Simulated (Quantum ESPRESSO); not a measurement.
## TePt: equation of state with PBEsol

The system is TePt.

```
CELL_PARAMETERS angstrom
1.98157 1.14406 6.66103
-1.98157 1.14406 6.66103
0.00000 -2.28812 6.66103
ATOMIC_POSITIONS crystal
Pt 0.12967 0.12967 0.12967
Pt 0.87033 0.87033 0.87033
Te 0.40200 0.40200 0.40200
Te 0.59800 0.59800 0.59800
```

- Program: Quantum ESPRESSO 7.5
- Task: equation of state
- Functional: PBEsol
- Potentials or basis: GBRV 1.5 PBEsol
- Cutoff: 612 eV
- Density cutoff: 4898 eV
- k mesh: 8 × 8 × 8
- Occupations: fermi-dirac, width 0.05 eV
- Spin: no spin polarisation

```
Equilibrium volume                        : 22.83 Å³/atom
Bulk modulus at fixed shape and positions : 132 GPa
Pressure derivative of the bulk modulus   : 5.2
```

Energy against volume, from the lowest point:
```
volume (Å³/atom)  energy (meV/atom)
          21.292              48.73
          21.745              22.92
          22.198               7.05
          22.651               0.00
          23.104               0.73
          23.557               8.38
          24.010              22.11
```

All runs of the series together: 15 min on 2 threads of Arm Neoverse V2, on a shared host.

Caveat: the cell was scaled at fixed shape and fractional positions, which overstates the stiffness of a crystal with free parameters, most of all of layers and chains. The run has no spin-orbit coupling, so splittings on Pt, Te are missing.
